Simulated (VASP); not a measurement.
# MoS2 in VASP: one cell, several levels of theory, part 3 of 3

The system is MoS2 built on the CdI2 prototype, a generated structure that needn't be the ground state.

VASP 6.6.1, plane waves, PAW. The steps go on from the part before.

**5. Single point with PBEsol**

Contents of INCAR:

```
ENCUT = 520.000000
SIGMA = 0.020000
EDIFF = 1.00e-07
GGA = PS
PREC = Accurate
IBRION = -1
ISIF = 2
ISMEAR = -1
NBANDS = 20
NELM = 120
NSW = 0
LASPH = .TRUE.
LCHARG = .FALSE.
LWAVE = .FALSE.
LREAL = .FALSE.
```

Contents of KPOINTS:

```
KPOINTS created by Atomic Simulation Environment
0
Gamma
12 12 4
0 0 0
```

Contents of KPOINTS_OPT:

```
special points
7
Reciprocal
0.0000000000 0.0000000000 0.0000000000 1
0.5000000000 0.0000000000 0.0000000000 1
0.3333333333 0.3333333333 0.0000000000 1
0.0000000000 0.0000000000 0.5000000000 1
0.5000000000 0.0000000000 0.5000000000 1
0.3333333333 0.3333333333 0.5000000000 1
0.3333333333 0.3333333333 0.2000000000 1
```

Contents of POSCAR:

```
Mo S
 1.0000000000000000
     3.2202374464190364   -0.0000000000000000    0.0000000000000000
    -1.6101187232095182    2.7888074348168157   -0.0000000000000000
     0.0000000000000000   -0.0000000000000000    5.9450267968125630
 Mo  S
   1   2
Cartesian
 -0.0000000000000000  0.0000000000000000 -0.0000000000000000
 -0.0000000000000000  1.8592049565445441  1.5458917519004469
  1.6101187232095178  0.9296024782722720  4.3991350449121187
```

Potentials: the recommended PBE PAW datasets, 26 valence electrons in the neutral cell.

The run is started by

```sh
> mpirun -np 1 vasp_std
```

Printed to the terminal (iteration lines stand in OSZICAR):

```text
POSCAR found type information on POSCAR MoS
 POSCAR found :  2 types and       3 ions
 -----------------------------------------------------------------------------
|                                                                             |
|                                                                             |
|     You enforced a specific xc type in the INCAR file but a different       |
|     I HOPE YOU KNOW WHAT YOU ARE DOING!                                     |
|                                                                             |
 -----------------------------------------------------------------------------

 LDA part: xc-table for (Slater+PW92), standard interpolation
 POSCAR, INCAR and KPOINTS ok, starting setup
 FFT: planning ... GRIDC
 FFT: planning ... GRID_SOFT
 FFT: planning ... GRID
 WAVECAR not read
 entering main loop
 Start KPOINTS_OPT (optional k-point list driver)
k-point batch [1-7\7]
```

OSZICAR:

```text
N       E                     dE             d eps       ncg     rms          rms(c)
DAV:   1     0.179044215838E+03    0.17904E+03   -0.13361E+04  2768   0.122E+03
DAV:   2    -0.167624298754E+02   -0.19581E+03   -0.19099E+03  3340   0.315E+02
DAV:   3    -0.241119287266E+02   -0.73495E+01   -0.72652E+01  3424   0.564E+01
DAV:   4    -0.241953345490E+02   -0.83406E-01   -0.83321E-01  3300   0.634E+00
DAV:   5    -0.241966120082E+02   -0.12775E-02   -0.12774E-02  3500   0.764E-01    0.236E+01
DAV:   6    -0.231348375309E+02    0.10618E+01   -0.14292E+01  2916   0.208E+01    0.922E+00
DAV:   7    -0.227502000584E+02    0.38464E+00   -0.62032E+00  2856   0.128E+01    0.599E+00
DAV:   8    -0.225927818064E+02    0.15742E+00   -0.81777E-01  3056   0.497E+00    0.178E+00
DAV:   9    -0.225936974108E+02   -0.91560E-03   -0.27951E-02  3204   0.102E+00    0.598E-01
DAV:  10    -0.225922845937E+02    0.14128E-02   -0.14451E-02  3076   0.743E-01    0.164E-01
DAV:  11    -0.225921748084E+02    0.10979E-03   -0.69935E-04  3136   0.175E-01    0.543E-02
DAV:  12    -0.225921326802E+02    0.42128E-04   -0.14702E-04  3156   0.746E-02    0.411E-02
DAV:  13    -0.225921391441E+02   -0.64638E-05   -0.25743E-05  3020   0.298E-02    0.129E-02
DAV:  14    -0.225921388868E+02    0.25726E-06   -0.23196E-06  3264   0.866E-03    0.715E-03
DAV:  15    -0.225921388179E+02    0.68933E-07   -0.23309E-07  3004   0.289E-03
   1 F= -.22592139E+02 E0= -.22591496E+02  d E =-.128641E-02
       N       E                     dE             ncg
DAV:   1     0.152469972759E+04   -0.56761E+04      280
DAV:   2     0.203930031991E+03   -0.13208E+04      324
DAV:   3     0.161936306844E+03   -0.41994E+02      356
DAV:   4     0.161483530912E+03   -0.45278E+00      328
DAV:   5     0.161476138806E+03   -0.73921E-02      356
DAV:   6     0.161475961089E+03   -0.17772E-03      320
DAV:   7     0.161475954691E+03   -0.63984E-05      356
DAV:   8     0.161475954386E+03   -0.30538E-06      264
DAV:   9     0.161475954371E+03   -0.14329E-07      236
```

From OUTCAR:

```text
k-points           NKPTS =     69   k-points in BZ     NKDIM =     69   number of bands    NBANDS=     20

   NELECT =      26.0000    total number of electrons

   dimension x,y,z NGX =    24 NGY =   24 NGZ =   48
   dimension x,y,z NGXF=    48 NGYF=   48 NGZF=   96

  energy-cutoff  :      520.00
  volume of cell :       53.39
      direct lattice vectors                 reciprocal lattice vectors
     3.220237446  0.000000000  0.000000000     0.310536107  0.179288105  0.000000000
    -1.610118723  2.788807435  0.000000000     0.000000000  0.358576210  0.000000000
     0.000000000  0.000000000  5.945026797     0.000000000  0.000000000  0.168207820

 k-points in reciprocal lattice and weights: KPOINTS created by Atomic Simulation Env
   0.00000000  0.00000000  0.00000000       0.002
   0.08333333  0.00000000  0.00000000       0.010
   0.16666667  0.00000000  0.00000000       0.010
   0.25000000  0.00000000  0.00000000       0.010
   0.33333333  0.00000000  0.00000000       0.010
   0.41666667  0.00000000  0.00000000       0.010
   0.50000000  0.00000000  0.00000000       0.005
   0.08333333  0.08333333  0.00000000       0.010
[... 61 more k-points ...]

 E-fermi :   7.6825

 k-point     1 :       0.0000    0.0000    0.0000
  band No.  band energies     occupation
      1     -54.0233      2.00000
      2     -28.0998      2.00000
      3     -28.0516      2.00000
      4     -28.0516      2.00000
      5      -7.3373      2.00000
      6      -5.6234      2.00000
      7       0.6391      2.00000
      8       3.6017      2.00000
      9       3.6017      2.00000
     10       6.2773      2.00000
     11       6.4677      2.00000
     12       6.6993      2.00000
     13       6.6993      2.00000
     14       7.3789      2.00000
     15       7.3789      2.00000
     16      10.7465      0.00000
     17      10.7465      0.00000
     18      13.5103      0.00000
     19      14.0949      0.00000
     20      17.0960      0.00000

 k-point     2 :       0.0833    0.0000    0.0000
  band No.  band energies     occupation
      1     -54.0211      2.00000
      2     -28.0954      2.00000
      3     -28.0746      2.00000
      4     -28.0568      2.00000
      5      -7.2304      2.00000
      6      -5.6048      2.00000
      7       0.7773      2.00000
      8       3.3761      2.00000
      9       3.6623      2.00000
     10       5.9793      2.00000
     11       6.2999      2.00000
     12       6.3909      2.00000
     13       6.5200      2.00000
     14       7.5497      1.99739
     15       7.7489      0.06974
     16      10.5014      0.00000
     17      10.7209      0.00000
     18      14.0830      0.00000
     19      14.5042      0.00000
     20      16.8199      0.00000

 k-point     3 :       0.1667    0.0000    0.0000
  band No.  band energies     occupation
      1     -54.0152      2.00000
      2     -28.1372      2.00000
      3     -28.0829      2.00000
      4     -28.0712      2.00000
      5      -6.9245      2.00000
      6      -5.5528      2.00000
      7       1.1663      2.00000
      8       2.9438      2.00000
      9       3.7930      2.00000
     10       4.7315      2.00000
     11       5.8100      2.00000
     12       6.3574      2.00000
     13       6.3999      2.00000
     14       7.7467      0.07759
     15       8.1461      0.00000
     16      10.4085      0.00000
     17      10.7514      0.00000
     18      15.0033      0.00000
     19      15.3072      0.00000
     20      16.6084      0.00000

 k-point     4 :       0.2500    0.0000    0.0000
  band No.  band energies     occupation
      1     -54.0070      2.00000
      2     -28.2216      2.00000
      3     -28.0907      2.00000
      4     -28.0660      2.00000
      5      -6.4679      2.00000
      6      -5.4742      2.00000
      7       1.6904      2.00000
      8       2.6297      2.00000
      9       3.3919      2.00000
     10       3.8486      2.00000
     11       5.5731      2.00000
     12       5.7113      2.00000
     13       6.2678      2.00000
     14       8.0850      0.00000
     15       8.3282      0.00000
     16      10.8900      0.00000
     17      10.9418      0.00000
     18      15.0276      0.00000
     19      15.3480      0.00000
     20      16.3543      0.00000

 k-point     5 :       0.3333    0.0000    0.0000
  band No.  band energies     occupation
      1     -53.9988      2.00000
      2     -28.3048      2.00000
      3     -28.1102      2.00000
      4     -28.0490      2.00000
      5      -5.9696      2.00000
      6      -5.3577      2.00000
      7       1.8544      2.00000
      8       2.1980      2.00000
      9       2.9630      2.00000
     10       3.7505      2.00000
     11       4.8157      2.00000
     12       5.6131      2.00000
     13       6.1260      2.00000
     14       8.4289      0.00000
     15       8.5948      0.00000
     16      11.1894      0.00000
     17      11.4545      0.00000
     18      14.3361      0.00000
     19      14.7134      0.00000
     20      15.7940      0.00000

 k-point     6 :       0.4167    0.0000    0.0000
  band No.  band energies     occupation
      1     -53.9928      2.00000
      2     -28.3651      2.00000
      3     -28.1244      2.00000
      4     -28.0366      2.00000
      5      -5.6506      2.00000
      6      -5.1429      2.00000
      7       1.0465      2.00000
      8       2.3716      2.00000
      9       3.1962      2.00000
     10       3.6180      2.00000
     11       4.2025      2.00000
     12       5.7264      2.00000
     13       6.0203      2.00000
     14       8.5536      0.00000
     15       9.1244      0.00000
     16      11.3665      0.00000
     17      11.4682      0.00000
     18      13.6389      0.00000
     19      14.5981      0.00000
     20      15.6748      0.00000

[... the tables of k-points 7 to 69 left out ...]

  Total       -1.2670041     -1.2670041     -0.2483172      0.0000000      0.0000000     -0.0000000
  in kB      -38.0214240    -38.0214240     -7.4517304      0.0000000      0.0000000     -0.0000000
  external PRESSURE =     -27.8315261 kB  Pullay stress =       0.0000000 kB

 POSITION                                       TOTAL-FORCE (eV/Angst)
 -----------------------------------------------------------------------------------
      0.00000      0.00000      0.00000         0.000000     -0.000000      0.000000
      0.00000      1.85920      1.54589         0.000000     -0.000000     -0.014816
      1.61012      0.92960      4.39914        -0.000000      0.000000      0.014816
 -----------------------------------------------------------------------------------
    total drift:                                0.000000      0.000000     -0.000000

  FREE ENERGIE OF THE ION-ELECTRON SYSTEM (eV)
  ---------------------------------------------------
  free  energy   TOTEN  =       -22.5921388179 eV

  energy  without entropy=      -22.5908524080  energy(sigma->0) =      -22.59149561
```

Hardware: 1 MPI rank of Intel Xeon 6975P-C, shared host.

The levels at the points of KPOINTS_OPT are read from vasprun.xml.

Band energies at the special points (eV, zero at the top of v, the last band that the electrons fill by count):

```tsv
point	v−1	v	c	c+1
Γ	-1.59	-1.59	-0.91	-0.91
M	-2.52	-2.31	0.33	1.09
K	-3.98	-0.01	0.32	0.32
A	-1.61	-1.07	-1.07	-0.50
L	-2.81	-2.18	0.33	1.12
H	-4.48	-0.41	-0.41	0.01
```

With PBEsol the last filled band overlaps the next by 1.07 eV, so there is no gap. The pressure is -2.78 GPa, and the largest force is 0.015 eV/Å, on atom 2 (S).

**6. Results**

The summary covers parts 1 to 3.

| level | gap (eV) | pressure (GPa) | largest force (eV/Å) | Ansatz: gap (eV) | Ansatz: pressure (GPa) | Ansatz: force (eV/Å) |
| --- | --- | --- | --- | --- | --- | --- |
| PBE | -1.11 | 2.12 | 0.178 | -1.10 | 2.22 | 0.187 |
| r2SCAN | -1.27 | 1.24 | 0.052 | -1.26 | 1.19 | 0.056 |
| LDA | -1.05 | -5.36 | 0.159 | -1.04 | -5.50 | 0.179 |
| PBEsol | -1.07 | -2.78 | 0.015 | -1.06 | -2.80 | 0.019 |

A negative gap is an overlap of bands.

In words: No gap over 0.02 eV opens at any of these levels. The pressure is highest with PBE (2.1 GPa) and lowest with LDA (-5.4 GPa), which orders the cells that they would relax to. Forces up to 0.18 eV/Å (PBE) show atoms off their equilibrium places at that level; the least is 0.015 eV/Å (PBEsol). The two programs agree on the overlap of the bands within 0.03 eV, far less than the spread between functionals. Each program uses its own PAW datasets and cutoff. LDA means the Perdew–Zunger form in VASP and the Perdew–Wang form in Ansatz.
